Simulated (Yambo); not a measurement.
# As (Pm-3m) in Yambo: a series of runs, part 2 of 3

Yambo 5.3.0. The steps go on from the part before.

### Step 3. G0W0 quasiparticle levels, PBEsol

g0w05.in reads:

```
gw0
dyson
el_el_corr
rim_cut
HF_and_locXC
ppa
em1d
RandQpts= 1000000
RandGvec= 50 RL
EXXRLvcs= 104 Ry
VXCRLvcs= 104 Ry
Chimod= "HARTREE"
% BndsRnXp
 1 | 312 |
%
NGsBlkXp= 12 Ry
% LongDrXp
 1 | 1 | 1 |
%
PPAPntXp= 27.21138 eV
% GbndRnge
 1 | 312 |
%
GTermKind= "BG"
DysSolver= "n"
OnMassShell
ExtendOut
% QPkrange
 1 | 1 | 10 | 14 |
 5 | 5 | 10 | 14 |
 20 | 20 | 10 | 14 |
%
```

scf.in reads:

```
&CONTROL
  calculation = 'scf'
  prefix = 'pwscf'
  outdir = './tmp'
  pseudo_dir = './pseudo'
/
&SYSTEM
  ibrav = 0
  nat = 1
  ntyp = 1
  ecutwfc = 104
  nbnd = 18
  occupations = 'smearing'
  smearing = 'fd'
  degauss = 0.00367493
  force_symmorphic = .true.
/
&ELECTRONS
  conv_thr = 2d-10
  electron_maxstep = 120
  mixing_beta = 0.5
/
ATOMIC_SPECIES
As    74.9216 As.upf
CELL_PARAMETERS angstrom
   2.7036817444    0.0000000000    0.0000000000
   0.0000000000    2.7036817444    0.0000000000
   0.0000000000    0.0000000000    2.7036817444
ATOMIC_POSITIONS crystal
As     0.5000000000    0.5000000000    0.5000000000
K_POINTS automatic
10 10 10 0 0 0
```

nscf.in reads:

```
&CONTROL
  calculation = 'nscf'
  prefix = 'pwscf'
  outdir = './tmp'
  pseudo_dir = './pseudo'
/
&SYSTEM
  ibrav = 0
  nat = 1
  ntyp = 1
  ecutwfc = 104
  nbnd = 312
  occupations = 'smearing'
  smearing = 'fd'
  degauss = 0.00367493
  force_symmorphic = .true.
/
&ELECTRONS
  conv_thr = 1d-08
  diago_full_acc = .true.
  diago_thr_init = 1d-06
/
ATOMIC_SPECIES
As    74.9216 As.upf
CELL_PARAMETERS angstrom
   2.7036817444    0.0000000000    0.0000000000
   0.0000000000    2.7036817444    0.0000000000
   0.0000000000    0.0000000000    2.7036817444
ATOMIC_POSITIONS crystal
As     0.5000000000    0.5000000000    0.5000000000
K_POINTS automatic
6 6 6 0 0 0
```

Potentials or basis: PseudoDojo 0.4 SR PBEsol stringent.

The run is started by

```
$ OMP_NUM_THREADS=1 pw.x -in scf.in > scf.out
$ OMP_NUM_THREADS=1 pw.x -in nscf.in > nscf.out
$ cd tmp/pwscf.save; p2y; mv SAVE ../..; cd ../..
$ OMP_NUM_THREADS=1 yambo
$ mkdir -p g0w05; ln -s $PWD/g0w00/ndb.pp* g0w05/
$ mkdir -p g0w05; ln -s $PWD/g0w00/ndb.RIM g0w05/
$ OMP_NUM_THREADS=1 yambo -F g0w05.in -J g0w05 -C g0w05_out
```

Yambo's report:

```text
[... sections 02.01 to 02.04 as in the set-up run ...]

  [02.05] Energies & Occupations
  ==============================

  [X] === General ===
  [X] Electronic Temperature                        :  0.258693E-1   300.200    [eV K]
  [X] Bosonic    Temperature                        :  0.258606E-1   300.100    [eV K]
  [X] Finite Temperature mode                       : yes
  [X] El. density                                   :  0.11638E+25 [cm-3]
  [X] Fermi Level                                   :  13.36452 [eV]

  [X] === Gaps and Widths ===
  [X] Conduction Band Min                           :  13.36452 [eV]
  [X] Valence Band Max                              :  13.36452 [eV]
  [X] Filled Bands                                  :  10
  [X] Metallic Bands                                :  11  13
  [X] Empty Bands                                   :   14  312

  [X] === Metallic Characters ===
  [X] N of el / N of met el                         :  23.00000   2.99999
  [X] Average metallic occ.                         :  0.250000

  [WARNING] [X] Metallic system

 [03] Transferred momenta grid and indexing
 ==========================================

 IBZ Q-points                                      :  20
 BZ  Q-points                                      :  216

 K/Q-points units:
 rlu = crystal or reduced units; cc = cartesian coordinates; iku = interal k-units

 Q [ 1]         [rlu]:  0.000000  0.000000  0.000000
 Q [ 2]         [rlu]:  0.000000  0.000000  0.166667
 Q [ 3]         [rlu]:  0.000000  0.000000  0.333333
 Q [ 4]         [rlu]:  0.000000  0.000000 -0.500000
 Q [ 5]         [rlu]:  0.000000  0.166667  0.166667
 Q [ 6]         [rlu]:  0.000000  0.166667  0.333333
 Q [ 7]         [rlu]:  0.000000  0.166667 -0.500000
[... 249 lines left out ...]
   B=10 Eo=-15.34 E=-15.07 E-Eo=  0.27 Re(Z)=1.00 Im(Z)=  0.00000 nlXC=-21.11008 lXC=-13.43580
   B=11 Eo=  3.79 E=  3.60 E-Eo= -0.19 Re(Z)=1.00 Im(Z)=  0.00000 nlXC= -9.16910 lXC=-14.09192
   B=12 Eo=  3.79 E=  3.60 E-Eo= -0.19 Re(Z)=1.00 Im(Z)=  0.00000 nlXC= -9.16907 lXC=-14.09192
   B=13 Eo=  3.79 E=  3.60 E-Eo= -0.19 Re(Z)=1.00 Im(Z)=  0.00000 nlXC= -9.16906 lXC=-14.09192
   B=14 Eo=  8.25 E=  8.00 E-Eo= -0.25 Re(Z)=1.00 Im(Z)=  0.00000 nlXC= -7.03040 lXC=-12.39146

  QP [eV] @ K [5] (iku):  0.000000  0.166667  0.166667
   B=10 Eo=-14.33 E=-14.25 E-Eo=  0.07 Re(Z)=1.00 Im(Z)=  0.00000 nlXC=-20.86178 lXC=-13.60442
   B=11 Eo= -0.07 E= -0.41 E-Eo= -0.34 Re(Z)=1.00 Im(Z)=  0.00000 nlXC=-12.52456 lXC=-13.22107
   B=12 Eo=  0.40 E=  0.12 E-Eo= -0.28 Re(Z)=1.00 Im(Z)=  0.00000 nlXC=-10.16543 lXC=-13.32842
   B=13 Eo=  4.67 E=  4.49 E-Eo= -0.18 Re(Z)=1.00 Im(Z)=  0.00000 nlXC= -8.85841 lXC=-14.40149
   B=14 Eo=  9.78 E=  9.46 E-Eo= -0.31 Re(Z)=1.00 Im(Z)=  0.00000 nlXC= -6.24772 lXC=-12.22369

  QP [eV] @ K [20] (iku): -0.500000 -0.500000 -0.500000
   B=10 Eo= -5.30 E= -5.64 E-Eo= -0.34 Re(Z)=1.00 Im(Z)=  0.00000 nlXC=-19.06757 lXC=-17.18923
   B=11 Eo= -2.17 E= -2.64 E-Eo= -0.48 Re(Z)=1.00 Im(Z)=  0.00000 nlXC=-15.11378 lXC=-13.64751
   B=12 Eo= -2.17 E= -2.64 E-Eo= -0.48 Re(Z)=1.00 Im(Z)=  0.00000 nlXC=-15.11377 lXC=-13.64751
   B=13 Eo= -2.17 E= -2.64 E-Eo= -0.48 Re(Z)=1.00 Im(Z)=  0.00000 nlXC=-15.11379 lXC=-13.64751
   B=14 Eo=  5.58 E=  5.36 E-Eo= -0.22 Re(Z)=1.00 Im(Z)=  0.00000 nlXC= -5.69334 lXC=-10.70649

  [WR./g0w05//ndb.QP]-------------------------------------------------------------
   Lattice constants                                :  5.109218  5.109218  5.109218
   Coulomb cutoff potential                         : none
   Electronic Temperature                           :  300.2000 [K]
   Bosonic    Temperature                           :  300.1000 [K]
   Green`s function   energies                      : Perdew, Burke & Ernzerhof SOL(X)+Perdew, Burke & Ernzerhof SOL(C)
   wavefunctions                                    : Perdew, Burke & Ernzerhof SOL(X)+Perdew, Burke & Ernzerhof SOL(C)
   PPA    diel. fun.  energies                      : Perdew, Burke & Ernzerhof SOL(X)+Perdew, Burke & Ernzerhof SOL(C)
   wavefunctions                                    : Perdew, Burke & Ernzerhof SOL(X)+Perdew, Burke & Ernzerhof SOL(C)
   QP tot states                                    :  15
   GW solver                                        : Newton
   GW approximation                                 : PPA
   PPA imaginary Energy                             :  27.21138 ev
   RIM G`s                                          :   57
   RIM random pts                                   :  1000000
   dS/dw steps                                      :  2
   dS/dw step                                       :  0.100000 ev
   X G`s                                            :   93 used
   X G`s                                            :   93 disk
   X bands                                          :    1  312
   X poles                                          :  100.0000 o/o
   X e/h E range                                    : -1.000000 -1.000000 ev
   X Hxc Kernel                                     : HARTREE
   X BZ energy Double Grid                          : no
   X Optical Averaged directions                    : none
   Sc/G bands                                       :    1  312
   Sc/G damping                                     :  0.100000 ev
   Sc bands terminator                              : yes
   Sc terminator kind                               : BG
   Sc Terminator pole                               :  40.81708
   Sx RL components                                 :  2469

   QP @ state[ 1 ] K range                          :  1  1
   QP @ state[ 1 ] b range                          :  10  14
   QP @ state[ 2 ] K range                          :   5   5
   QP @ state[ 2 ] b range                          :  10  14
   QP @ state[ 3 ] K range                          :  20  20
   QP @ state[ 3 ] b range                          :  10  14
   GF energies kind                                 : Perdew, Burke & Ernzerhof SOL(X)+Perdew, Burke & Ernzerhof SOL(C)
   GF WF`s kind                                     : Perdew, Burke & Ernzerhof SOL(X)+Perdew, Burke & Ernzerhof SOL(C)
   Xs energies kind                                 : Perdew, Burke & Ernzerhof SOL(X)+Perdew, Burke & Ernzerhof SOL(C)
   Xs WF`s kind                                     : Perdew, Burke & Ernzerhof SOL(X)+Perdew, Burke & Ernzerhof SOL(C)
```

o-g0w05.qp:

```text
# GW solver                                       : Newton
# GW approximation                                : PPA
# PPA imaginary Energy                            :   27.2113800    [ev]
[... 48 lines left out ...]
        20                 13                -2.166853          -2.643982          -0.477129          -13.64751          -15.11379           0.989150           0.989150           0.000000           1.000000           0.000000           11.31014           58.19662
        20                 14                 5.579266           5.359521          -0.219746          -10.70649          -5.693340          -5.232890          -5.232890           0.000000           1.000000           0.000000          -21.27068           30.94456
#
```

Results:

| Property | Result |
| --- | --- |
| Band gap on the k mesh, mean-field level | none (metal or under the smearing width) |

Quasiparticle terms (eV):
| k point | band | Kohn-Sham level | Vxc | Σx | Σc | Z | result |
| --- | --- | --- | --- | --- | --- | --- | --- |
| (0.000, 0.000, 0.000) | 10 | -15.34 | -13.44 | -21.11 | 7.95 | 1.00 | -15.07 |
| (0.000, 0.000, 0.000) | 11 | 3.79 | -14.09 | -9.17 | -5.11 | 1.00 | 3.60 |
| (0.000, 0.000, 0.000) | 12 | 3.79 | -14.09 | -9.17 | -5.11 | 1.00 | 3.60 |
| (0.000, 0.000, 0.000) | 13 | 3.79 | -14.09 | -9.17 | -5.11 | 1.00 | 3.60 |
| (0.000, 0.000, 0.000) | 14 | 8.25 | -12.39 | -7.03 | -5.61 | 1.00 | 8.00 |
| (0.000, 0.167, 0.167) | 10 | -14.33 | -13.60 | -20.86 | 7.33 | 1.00 | -14.25 |
| (0.000, 0.167, 0.167) | 11 | -0.07 | -13.22 | -12.52 | -1.03 | 1.00 | -0.41 |
| (0.000, 0.167, 0.167) | 12 | 0.40 | -13.33 | -10.17 | -3.44 | 1.00 | 0.12 |
| (0.000, 0.167, 0.167) | 13 | 4.67 | -14.40 | -8.86 | -5.72 | 1.00 | 4.49 |
| (0.000, 0.167, 0.167) | 14 | 9.78 | -12.22 | -6.25 | -6.29 | 1.00 | 9.46 |
| (-0.500, -0.500, -0.500) | 10 | -5.30 | -17.19 | -19.07 | 1.54 | 1.00 | -5.64 |
| (-0.500, -0.500, -0.500) | 11 | -2.17 | -13.65 | -15.11 | 0.99 | 1.00 | -2.64 |
| (-0.500, -0.500, -0.500) | 12 | -2.17 | -13.65 | -15.11 | 0.99 | 1.00 | -2.64 |
| (-0.500, -0.500, -0.500) | 13 | -2.17 | -13.65 | -15.11 | 0.99 | 1.00 | -2.64 |
| (-0.500, -0.500, -0.500) | 14 | 5.58 | -10.71 | -5.69 | -5.23 | 1.00 | 5.36 |

Caveat: the k mesh is coarse (spacing up to 0.39 Å⁻¹), so the values aren't converged; the plasmon-pole model is rough for a metal; the ground state has no gap, which makes the many-body step unreliable; this version prints the column dSc/dw multiplied by 27.2; without the factor Z the correction comes out too large; the terminator is approximate in this version, by hundredths of an eV.

### Step 4. G0W0 quasiparticle levels, PBEsol

g0w06.in reads:

```
gw0
dyson
el_el_corr
rim_cut
HF_and_locXC
ppa
em1d
RandQpts= 1000000
RandGvec= 50 RL
EXXRLvcs= 104 Ry
VXCRLvcs= 104 Ry
Chimod= "HARTREE"
% BndsRnXp
 1 | 312 |
%
NGsBlkXp= 12 Ry
% LongDrXp
 1 | 1 | 1 |
%
PPAPntXp= 27.21138 eV
% GbndRnge
 1 | 42 |
%
GTermKind= "BG"
DysSolver= "n"
ExtendOut
% QPkrange
 1 | 1 | 10 | 14 |
 5 | 5 | 10 | 14 |
 20 | 20 | 10 | 14 |
%
```

scf.in is that of step 3.

nscf.in is that of step 3.

Potentials or basis: PseudoDojo 0.4 SR PBEsol stringent.

The run is started by

```
$ OMP_NUM_THREADS=1 pw.x -in scf.in > scf.out
$ OMP_NUM_THREADS=1 pw.x -in nscf.in > nscf.out
$ cd tmp/pwscf.save; p2y; mv SAVE ../..; cd ../..
$ OMP_NUM_THREADS=1 yambo
$ mkdir -p g0w06; ln -s $PWD/g0w00/ndb.pp* g0w06/
$ mkdir -p g0w06; ln -s $PWD/g0w00/ndb.RIM g0w06/
$ OMP_NUM_THREADS=1 yambo -F g0w06.in -J g0w06 -C g0w06_out
```

Yambo's report:

```text
[... sections 02.01 to 02.04 as in the set-up run ...]

  [02.05] Energies & Occupations
  ==============================

  [X] === General ===
  [X] Electronic Temperature                        :  0.258693E-1   300.200    [eV K]
  [X] Bosonic    Temperature                        :  0.258606E-1   300.100    [eV K]
  [X] Finite Temperature mode                       : yes
  [X] El. density                                   :  0.11638E+25 [cm-3]
  [X] Fermi Level                                   :  13.36452 [eV]

  [X] === Gaps and Widths ===
  [X] Conduction Band Min                           :  13.36452 [eV]
  [X] Valence Band Max                              :  13.36452 [eV]
  [X] Filled Bands                                  :  10
  [X] Metallic Bands                                :  11  13
  [X] Empty Bands                                   :   14  312

  [X] === Metallic Characters ===
  [X] N of el / N of met el                         :  23.00000   2.99999
  [X] Average metallic occ.                         :  0.250000

  [WARNING] [X] Metallic system

 [03] Transferred momenta grid and indexing
 ==========================================

 IBZ Q-points                                      :  20
 BZ  Q-points                                      :  216

 K/Q-points units:
 rlu = crystal or reduced units; cc = cartesian coordinates; iku = interal k-units

 Q [ 1]         [rlu]:  0.000000  0.000000  0.000000
 Q [ 2]         [rlu]:  0.000000  0.000000  0.166667
 Q [ 3]         [rlu]:  0.000000  0.000000  0.333333
 Q [ 4]         [rlu]:  0.000000  0.000000 -0.500000
 Q [ 5]         [rlu]:  0.000000  0.166667  0.166667
 Q [ 6]         [rlu]:  0.000000  0.166667  0.333333
 Q [ 7]         [rlu]:  0.000000  0.166667 -0.500000
[... 254 lines left out ...]
   B=12 Eo=  3.79 E=  3.63 E-Eo= -0.16 Re(Z)=0.76 Im(Z)=-0.688277E-2 nlXC= -9.16907 lXC= -14.0919 So= -5.13384
   B=13 Eo=  3.79 E=  3.63 E-Eo= -0.16 Re(Z)=0.76 Im(Z)=-0.687267E-2 nlXC= -9.16906 lXC= -14.0919 So= -5.13249
   B=14 Eo=  8.25 E=  8.03 E-Eo= -0.22 Re(Z)=0.76 Im(Z)= 0.105140E-1 nlXC= -7.03040 lXC= -12.3915 So= -5.64745

  QP [eV] @ K [5] (iku):  0.000000  0.166667  0.166667
   B=10 Eo=-14.33 E=-14.29 E-Eo=  0.04 Re(Z)=0.62 Im(Z)= 0.897741E-2 nlXC= -20.8618 lXC= -13.6044 So=  7.32710
   B=11 Eo= -0.07 E= -0.36 E-Eo= -0.28 Re(Z)=0.79 Im(Z)=-0.137405E-2 nlXC= -12.5246 lXC= -13.2211 So= -1.05502
   B=12 Eo=  0.40 E=  0.17 E-Eo= -0.23 Re(Z)=0.79 Im(Z)=-0.138195E-2 nlXC= -10.1654 lXC= -13.3284 So= -3.45901
   B=13 Eo=  4.67 E=  4.52 E-Eo= -0.15 Re(Z)=0.75 Im(Z)=-0.491728E-2 nlXC= -8.85841 lXC= -14.4015 So= -5.73999
   B=14 Eo=  9.78 E=  9.50 E-Eo= -0.28 Re(Z)=0.82 Im(Z)= 0.634752E-2 nlXC= -6.24772 lXC= -12.2237 So= -6.31968

  QP [eV] @ K [20] (iku): -0.500000 -0.500000 -0.500000
   B=10 Eo= -5.30 E= -5.58 E-Eo= -0.28 Re(Z)=0.78 Im(Z)=-0.130357E-1 nlXC= -19.0676 lXC= -17.1892 So=  1.51737
   B=11 Eo= -2.17 E= -2.55 E-Eo= -0.38 Re(Z)=0.77 Im(Z)=-0.149757E-2 nlXC= -15.1138 lXC= -13.6475 So= 0.977628
   B=12 Eo= -2.17 E= -2.54 E-Eo= -0.38 Re(Z)=0.77 Im(Z)=-0.148526E-2 nlXC= -15.1138 lXC= -13.6475 So= 0.977905
   B=13 Eo= -2.17 E= -2.55 E-Eo= -0.38 Re(Z)=0.77 Im(Z)=-0.149695E-2 nlXC= -15.1138 lXC= -13.6475 So= 0.970915
   B=14 Eo=  5.58 E=  5.39 E-Eo= -0.19 Re(Z)=0.79 Im(Z)=-0.105626E-2 nlXC= -5.69334 lXC= -10.7065 So= -5.25411

  [WR./g0w06//ndb.QP]-------------------------------------------------------------
   Lattice constants                                :  5.109218  5.109218  5.109218
   Coulomb cutoff potential                         : none
   Electronic Temperature                           :  300.2000 [K]
   Bosonic    Temperature                           :  300.1000 [K]
   Green`s function   energies                      : Perdew, Burke & Ernzerhof SOL(X)+Perdew, Burke & Ernzerhof SOL(C)
   wavefunctions                                    : Perdew, Burke & Ernzerhof SOL(X)+Perdew, Burke & Ernzerhof SOL(C)
   PPA    diel. fun.  energies                      : Perdew, Burke & Ernzerhof SOL(X)+Perdew, Burke & Ernzerhof SOL(C)
   wavefunctions                                    : Perdew, Burke & Ernzerhof SOL(X)+Perdew, Burke & Ernzerhof SOL(C)
   QP tot states                                    :  15
   GW solver                                        : Newton
   GW approximation                                 : PPA
   PPA imaginary Energy                             :  27.21138 ev
   RIM G`s                                          :   57
   RIM random pts                                   :  1000000
   dS/dw steps                                      :  2
   dS/dw step                                       :  0.100000 ev
   X G`s                                            :   93 used
   X G`s                                            :   93 disk
   X bands                                          :    1  312
   X poles                                          :  100.0000 o/o
   X e/h E range                                    : -1.000000 -1.000000 ev
   X Hxc Kernel                                     : HARTREE
   X BZ energy Double Grid                          : no
   X Optical Averaged directions                    : none
   Sc/G bands                                       :    1   42
   Sc/G damping                                     :  0.100000 ev
   Sc bands terminator                              : yes
   Sc terminator kind                               : BG
   Sc Terminator pole                               :  40.81708
   Sx RL components                                 :  2469

   QP @ state[ 1 ] K range                          :  1  1
   QP @ state[ 1 ] b range                          :  10  14
   QP @ state[ 2 ] K range                          :   5   5
   QP @ state[ 2 ] b range                          :  10  14
   QP @ state[ 3 ] K range                          :  20  20
   QP @ state[ 3 ] b range                          :  10  14
   GF energies kind                                 : Perdew, Burke & Ernzerhof SOL(X)+Perdew, Burke & Ernzerhof SOL(C)
   GF WF`s kind                                     : Perdew, Burke & Ernzerhof SOL(X)+Perdew, Burke & Ernzerhof SOL(C)
   Xs energies kind                                 : Perdew, Burke & Ernzerhof SOL(X)+Perdew, Burke & Ernzerhof SOL(C)
   Xs WF`s kind                                     : Perdew, Burke & Ernzerhof SOL(X)+Perdew, Burke & Ernzerhof SOL(C)
```

o-g0w06.qp:

```text
# GW solver                                       : Newton
# GW approximation                                : PPA
# PPA imaginary Energy                            :   27.2113800    [ev]
[... 48 lines left out ...]
        20                 13                -2.166853          -2.550279          -0.383426          -13.64751          -15.11379           0.970915           1.082853          -7.942405           0.774064          -0.001497           9.784339           67.27199
        20                 14                 5.579266           5.388585          -0.190681          -10.70649          -5.693340          -5.254113          -5.203826          -7.180184           0.791221          -0.001056          -16.31933           40.33326
#
```

What came out:

```
Band gap on the k mesh, mean-field level : none (metal or under the smearing width)
```

Quasiparticle terms (eV):
```tsv
k point	band	Kohn-Sham level	Vxc	Σx	Σc	Z	result
(0.000, 0.000, 0.000)	10	-15.34	-13.44	-21.11	7.94	0.61	-15.18
(0.000, 0.000, 0.000)	11	3.79	-14.09	-9.17	-5.13	0.76	3.63
(0.000, 0.000, 0.000)	12	3.79	-14.09	-9.17	-5.13	0.76	3.63
(0.000, 0.000, 0.000)	13	3.79	-14.09	-9.17	-5.13	0.76	3.63
(0.000, 0.000, 0.000)	14	8.25	-12.39	-7.03	-5.65	0.76	8.03
(0.000, 0.167, 0.167)	10	-14.33	-13.60	-20.86	7.33	0.62	-14.29
(0.000, 0.167, 0.167)	11	-0.07	-13.22	-12.52	-1.06	0.79	-0.36
(0.000, 0.167, 0.167)	12	0.40	-13.33	-10.17	-3.46	0.79	0.17
(0.000, 0.167, 0.167)	13	4.67	-14.40	-8.86	-5.74	0.75	4.52
(0.000, 0.167, 0.167)	14	9.78	-12.22	-6.25	-6.32	0.82	9.50
(-0.500, -0.500, -0.500)	10	-5.30	-17.19	-19.07	1.52	0.78	-5.58
(-0.500, -0.500, -0.500)	11	-2.17	-13.65	-15.11	0.98	0.77	-2.55
(-0.500, -0.500, -0.500)	12	-2.17	-13.65	-15.11	0.98	0.77	-2.54
(-0.500, -0.500, -0.500)	13	-2.17	-13.65	-15.11	0.97	0.77	-2.55
(-0.500, -0.500, -0.500)	14	5.58	-10.71	-5.69	-5.25	0.79	5.39
```

Caveat: the k mesh is coarse (spacing up to 0.39 Å⁻¹), so the values aren't converged; the plasmon-pole model is rough for a metal; the ground state has no gap, which makes the many-body step unreliable; this version prints the column dSc/dw multiplied by 27.2; the terminator is approximate in this version, by hundredths of an eV.

[end of part 2 of 3]
